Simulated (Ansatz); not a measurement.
# AlRu (P1) in Ansatz: convergence with k mesh

Aim: find how far k mesh must go before the results for AlRu settle, at PBEsol. This setting moves, with any that are tied to it; all else stays.

Program: Ansatz 0.2.0. These are calculated values, not measurements. Logs are shortened: lines on timing, memory, paths and dates and some standing lists are left out, and cuts for length are marked.

## Step 1: The cell of the first run

The typed cell holds 2 atoms: a = 2.992 Å, b = 2.992 Å, c = 2.992 Å, α = 90.00°, β = 90.00°, γ = 90.00°.

The cell isn't the ideal one: atoms moved at random, drawn with an rms of 0.05 Å.

## Step 2: With k mesh 3 × 3 × 3

File input.yaml:

```yaml
crystal:
  lattice:
    - [2.9916, 0.0, 0.0]
    - [0.0, 2.9916, 0.0]
    - [0.0, 0.0, 2.9916]
  atoms:
    - { symbol: Ru, position: [0.497003, 0.511017, 0.487802] }
    - { symbol: Al, position: [-0.004324, -0.00883, 0.010019] }
hamiltonian:
  xc: pbesol
  pseudopotentials: { kind: paw }
kpoints:
  mp_grid: { grid: [3, 3, 3] }
scf:
  occupations: { method: gaussian, width: 0.05 }
output:
  forces: true
  stress: true
  eigenvalues: true
```

Potentials or basis: Ansatz PAW.

Command:

```sh
$ ansatz run input.yaml --threads 2 --pin off --max-ram 5632MiB --backend cpu --events-out ev --progress --plain --runs-dir out
```

Run time: 1.8 s. Hardware: 2 threads of Intel Xeon at 2.50GHz (Skylake/Cascade Lake), shared host; peak memory 0.29 GiB.

What came out:

| Quantity | Value |
| --- | --- |
| Free energy | -6342.0090 eV |
| Pressure | -1.1 GPa |
| Largest force | 0.699 eV/Å |
| Band gap on the k mesh | none (metal or under the smearing width) |

## Step 3: With k mesh 4 × 4 × 4

Edit input.yaml of step 2 so:

```diff
@@ -12,3 +12,3 @@
 kpoints:
-  mp_grid: { grid: [3, 3, 3] }
+  mp_grid: { grid: [4, 4, 4] }
 scf:
```

Potentials or basis: Ansatz PAW.

Command:

```sh
$ ansatz run input.yaml --threads 2 --pin off --max-ram 5632MiB --backend cpu --events-out ev --progress --plain --runs-dir out
```

Wall time 2.2 s (2 threads of Intel Xeon at 2.50GHz (Skylake/Cascade Lake), shared host); peak memory 0.3 GiB.

Results:

| Item | Value |
| --- | --- |
| Free energy | -6342.5303 eV |
| Pressure | -5.0 GPa |
| Largest force | 0.673 eV/Å |
| Band gap on the k mesh | none (metal or under the smearing width) |

## Step 4: With k mesh 5 × 5 × 5

Edit input.yaml of step 3 so:

```diff
@@ -12,3 +12,3 @@
 kpoints:
-  mp_grid: { grid: [4, 4, 4] }
+  mp_grid: { grid: [5, 5, 5] }
 scf:
```

Command:

```sh
$ ansatz run input.yaml --threads 2 --pin off --max-ram 5632MiB --backend cpu --events-out ev --progress --plain --runs-dir out
```

Wall time 4.3 s (2 threads of Intel Xeon at 2.50GHz (Skylake/Cascade Lake), shared host); peak memory 0.32 GiB.

What came out:

- Free energy: -6342.1803 eV
- Pressure: -2.1 GPa
- Largest force: 0.684 eV/Å
- Band gap on the k mesh: none (metal or under the smearing width)

## Step 5: With k mesh 7 × 7 × 7

Edit input.yaml of step 4 so:

```diff
@@ -12,3 +12,3 @@
 kpoints:
-  mp_grid: { grid: [5, 5, 5] }
+  mp_grid: { grid: [7, 7, 7] }
 scf:
```

Command:

```sh
$ ansatz run input.yaml --threads 2 --pin off --max-ram 5632MiB --backend cpu --events-out ev --progress --plain --runs-dir out
```

Wall time 7 s (2 threads of Intel Xeon at 2.50GHz (Skylake/Cascade Lake), shared host); peak memory 0.38 GiB.

What came out:

```yaml
Free_energy: -6342.2786 eV
Pressure: -2.7 GPa
Largest_force: 0.677 eV/Å
Band_gap_on_the_k_mesh: none (metal or under the smearing width)
```

## Step 6: With k mesh 8 × 8 × 8

Edit input.yaml of step 5 so:

```diff
@@ -12,3 +12,3 @@
 kpoints:
-  mp_grid: { grid: [7, 7, 7] }
+  mp_grid: { grid: [8, 8, 8] }
 scf:
```

Potentials or basis: Ansatz PAW.

Command:

```sh
$ ansatz run input.yaml --threads 2 --pin off --max-ram 5632MiB --backend cpu --events-out ev --progress --plain --runs-dir out
```

Run time: 11 s. Hardware: 2 threads of Intel Xeon at 2.50GHz (Skylake/Cascade Lake), shared host; peak memory 0.41 GiB.

The run converged. Its results:

- Free energy: -6342.2326 eV
- Pressure: -2.4 GPa
- Largest force: 0.678 eV/Å
- Band gap on the k mesh: none (metal or under the smearing width)

## Step 7: With k mesh 10 × 10 × 10

Edit input.yaml of step 6 so:

```diff
@@ -12,3 +12,3 @@
 kpoints:
-  mp_grid: { grid: [8, 8, 8] }
+  mp_grid: { grid: [10, 10, 10] }
 scf:
```

Command:

```sh
$ ansatz run input.yaml --threads 2 --pin off --max-ram 5632MiB --backend cpu --events-out ev --progress --plain --runs-dir out
```

Wall time 18 s (2 threads of Intel Xeon at 2.50GHz (Skylake/Cascade Lake), shared host); peak memory 0.51 GiB.

The run converged. Its results:

```yaml
Free_energy: -6342.2741 eV
Pressure: -2.7 GPa
Largest_force: 0.692 eV/Å
Band_gap_on_the_k_mesh: none (metal or under the smearing width)
```

## Step 8: With k mesh 12 × 12 × 12

Edit input.yaml of step 7 so:

```diff
@@ -12,3 +12,3 @@
 kpoints:
-  mp_grid: { grid: [10, 10, 10] }
+  mp_grid: { grid: [12, 12, 12] }
 scf:
```

Command:

```sh
$ ansatz run input.yaml --threads 2 --pin off --max-ram 5632MiB --backend cpu --events-out ev --progress --plain --runs-dir out
```

Wall time 30 s (2 threads of Intel Xeon at 2.50GHz (Skylake/Cascade Lake), shared host); peak memory 0.65 GiB.

Results (log left out):

```yaml
Free_energy: -6342.2792 eV
Pressure: -2.8 GPa
Largest_force: 0.685 eV/Å
Band_gap_on_the_k_mesh: none (metal or under the smearing width)
```

## Step 9: With k mesh 15 × 15 × 15

Edit input.yaml of step 8 so:

```diff
@@ -12,3 +12,3 @@
 kpoints:
-  mp_grid: { grid: [12, 12, 12] }
+  mp_grid: { grid: [15, 15, 15] }
 scf:
```

Potentials or basis: Ansatz PAW.

Command:

```sh
$ ansatz run input.yaml --threads 2 --pin off --max-ram 5632MiB --backend cpu --events-out ev --progress --plain --runs-dir out
```

Log:

```text
Warning: RAYON_NUM_THREADS=2 ignored (pool sized by the plan → 2); use --threads N
Engine: ansatz 0.2.0, x86_64-unknown-linux-gnu
Pseudopotentials: kind: paw
Pseudopotential: Ru, paw, valence charge 16, recommended cutoff 420 eV (normal), Ru.paw.azcp
Pseudopotential: Al, paw, valence charge 3, recommended cutoff 420 eV (normal), Al.paw.azcp
Functional definition: PBEsol
  exchange = pbesol_x
  correlation = pbesol_c
Crystal: 2 atoms, lattice volume = 26.774 Å³
Basis set: ecut = 420 eV, 485 PW (Γ), exchange–correlation on 40×40×40 points (8 copies of the dense FFT grid, shifted against one another)
Bands: 14, of which v1, the nominal top of the filled ones, is band 10 counted from 1 (9 counted from 0)
Symmetry: 1 space group operations
Space group: P1 (ITA 1), of the structure as read, at distance tolerance 3.0e-5 Å
k-points: 1688 of 3375 (time reversal used)
Non-local potential: Ru, projectors of the file, l = 0: 3, l = 1: 2, l = 2: 2, l = 3: 1
Non-local potential: Al, projectors of the file, l = 0: 2, l = 1: 2, l = 2: 1
PAW form: soft (Blöchl's): semilocal exchange-correlation on the pseudo side does not see the compensation charge
PAW frozen core: Ru, regenerated for the run's functional, and the local potential with it (the file was generated under x = pbe(κ = 0.804, μ = 0.2195149727645171), c = pbe(β = 0.06672455060314922))
PAW frozen core: Al, regenerated for the run's functional, and the local potential with it (the file was generated under x = pbe(κ = 0.804, μ = 0.2195149727645171), c = pbe(β = 0.06672455060314922))
PAW one-centre angular grid: Ru, 590 points (default); XC on 64 Gauss nodes
PAW one-centre angular grid: Al, 110 points (default); XC on 64 Gauss nodes
Initial density: superposition of atomic densities (neutral atoms: chi_scale 0, normalization atom), corrected by the library's trained network
Initial wavefunctions: pseudopotential atomic-orbital guess
Functional: x = pbesol(κ = 0.804, μ = 0.12345679012345678), c = pbesol(β = 0.046)
SCF iter   1: F=—  HF=-6342.281581 eV  |F-HF|=—  |Δ(HF+E_count)|=         —  Δρ=9.01e-3  dr2=2.46e-2  ethr=1.77e-3  ⟨swp⟩=5.3  Hψ=130095  notcnv=0
preconditioner: auto → none  [metal: Δε(μ)=0.012 eV  Ē_g=8.879 eV  σ=0.050 eV  W_gap=0.14  n_scr=6 (ndim 8)  ℏωp=23.8 eV  f_vac=0.000  D(μ)=1.88/eV (n_scr^D=18)  sad-step TF]
SCF iter   2: F=—  HF=-6342.278045 eV  |F-HF|=—  |Δ(HF+E_count)|=   3.54e-3  Δρ=5.07e-3  dr2=8.77e-3  ethr=1.30e-4  ⟨swp⟩=1.4  Hψ=38223  notcnv=0  defer=51
SCF iter   3: F=—  HF=-6342.276163 eV  |F-HF|=—  |Δ(HF+E_count)|=   1.88e-3  Δρ=5.59e-4  dr2=8.01e-5  ethr=4.62e-5  ⟨swp⟩=2.4  Hψ=35428  notcnv=0  defer=59
SCF iter   4: F=—  HF=-6342.276101 eV  |F-HF|=—  |Δ(HF+E_count)|=   6.22e-5  Δρ=1.28e-4  dr2=3.40e-6  ethr=4.21e-7  ⟨swp⟩=2.0  Hψ=33159  notcnv=0  defer=60
iter 5 did not close the SCF: its close was put off for the readings that it lacked (scf_convergence_deferred on its scf_iter line)
SCF iter   5: F=-6342.276100 eV  HF=-6342.276100 eV  |F-HF|=3.92e-8  |Δ(HF+E_count)|=   2.90e-7  Δρ=1.71e-5  dr2=5.81e-8  ethr=1.79e-8  ⟨swp⟩=2.5  Hψ=37233  notcnv=0  defer=60
SCF iter   6: F=-6342.276100 eV  HF=-6342.276100 eV  |F-HF|=1.80e-9  |Δ(HF+E_count)|=   1.55e-8  Δρ=2.84e-6  dr2=2.31e-9  ethr=3.06e-10  ⟨swp⟩=3.4  Hψ=89711  notcnv=0
SCF 1 converged in 6 iterations: F = -6342.276100 eV  dr2 = 2.31e-9
SCF converged after 6 iterations
Free energy (F): -6342.276100 eV
Harris-Foulkes:  -6342.276100 eV  (|F-HF|=1.80e-9)
Internal energy: -6342.273641 eV  (E = F + TS)
E sigma→0 (E₀):  -6342.274871 eV
Entropy (-TS):   -0.002460 eV (-1.230 meV/atom)
Fermi energy:    15.996872 eV
--- Per-component energies (eV) ---
  E_band       = -121.825183
  E_kinetic    = 543.122036
  E_local      = -1799.927022  (includes V_loc(G=0)·N_el)
  E_nonlocal   = 356.586662
  E_hartree    = 638.141803
  E_xc         = -230.708685
  E_vxc        = -270.219196  (∫ρ·V_xc dr)
  E_paw        = -3855.367478  (= ΣΔE_a)
  E_vpaw       = -227.671604  (= ΣTr[D̂ρ^β])
  E_aug_tail   = -0.000192  (compensation charges beyond the density's cutoff)
  E_ewald      = -1994.393200
  E_core_change = 0.272435  (= ΣΔE_core)
  E_smearing   = -0.002460  (= −TS)
  E_closure    = -0.000000  (closes the sum)
  Σ components = -6342.276100   (vs F -6342.276100, Δ=0.00e0)
--- Forces (eV/Å), atoms counted from 1 ---
  atom   1  Ru    -0.03081777    -0.45585419     0.50886985
  atom   2  Al     0.03081775     0.45580904    -0.50882235
  max |Σ_I F_I| component: 4.75e-5 eV/Å
--- Stress (GPa, compression-positive) ---
       -2.550311       0.036445      -0.040663
        0.036445      -2.822640      -0.600290
       -0.040663      -0.600290      -2.890822
  P = ⅓ Tr σ = -2.7546 GPa (-27.546 kbar)
--- Band table (eV; the first three rows and the last of 1688) ---
  k-point 0: bands = ["-55.7301", "-25.7027", "-25.7026", "-25.7015", "6.3211", "12.3899", "12.3931", "16.1630", "16.1774", "16.1822", "22.0564", "22.0649", "22.0833", "26.9547"]
  k-point 1: bands = ["-55.7294", "-25.7113", "-25.7019", "-25.7013", "6.4064", "12.4199", "12.4238", "16.0631", "16.0693", "16.1842", "21.6352", "22.2375", "22.2506", "26.7645"]
  k-point 2: bands = ["-55.7275", "-25.7373", "-25.6998", "-25.6992", "6.6589", "12.4942", "12.5070", "15.7820", "15.7884", "16.2135", "20.7017", "22.7119", "22.7239", "26.2464"]
  k-point 1687: bands = ["-55.7131", "-25.9092", "-25.6929", "-25.6921", "9.9858", "10.8178", "13.2736", "14.2049", "14.6069", "16.2479", "18.2656", "23.5482", "26.2787", "26.7822"]
```

Run time: 54 s. Hardware: 2 threads of Intel Xeon at 2.50GHz (Skylake/Cascade Lake), shared host; peak memory 0.97 GiB.

What came out:

```yaml
Free_energy: -6342.2761 eV
Pressure: -2.8 GPa
Largest_force: 0.684 eV/Å
Band_gap_on_the_k_mesh: none (metal or under the smearing width)
```

## Step 10: Summary

```
      k mesh  energy less the tightest run, at zero smearing (meV/atom)  pressure (GPa)  largest force (eV/Å)  SCF cycles  CPU time (s)  peak memory (GiB)
   3 × 3 × 3                                                     135.00           -1.12                 0.699           6           1.9               0.29
   4 × 4 × 4                                                    -127.11           -4.95                 0.673           6           2.7                0.3
   5 × 5 × 5                                                      47.53           -2.07                 0.684           6           4.5               0.32
   7 × 7 × 7                                                      -0.85           -2.73                 0.677           6           9.8               0.38
   8 × 8 × 8                                                      22.18           -2.37                 0.678           6            15               0.41
10 × 10 × 10                                                       0.99           -2.67                 0.692           6            27               0.51
12 × 12 × 12                                                      -1.66           -2.82                 0.685           6            47               0.65
15 × 15 × 15                                                       0.00           -2.75                 0.684           6            91               0.97
```

Against the tightest run, the pressure stays within 0.1 GPa from 10 × 10 × 10 on; the largest force stays within 0.005 eV/Å from 12 × 12 × 12 on. Not settled before the last step: the energy (to 1 meV/atom). Meshes of other sizes hit other points, so gaps and Fermi surfaces needn't settle smoothly. The tightest run that finished is the yardstick and may itself not be fully converged.

Caveats: the PAW data sets come from PBE, with cores solved anew for the run's functional, which leaves a small shift of forces and pressure.
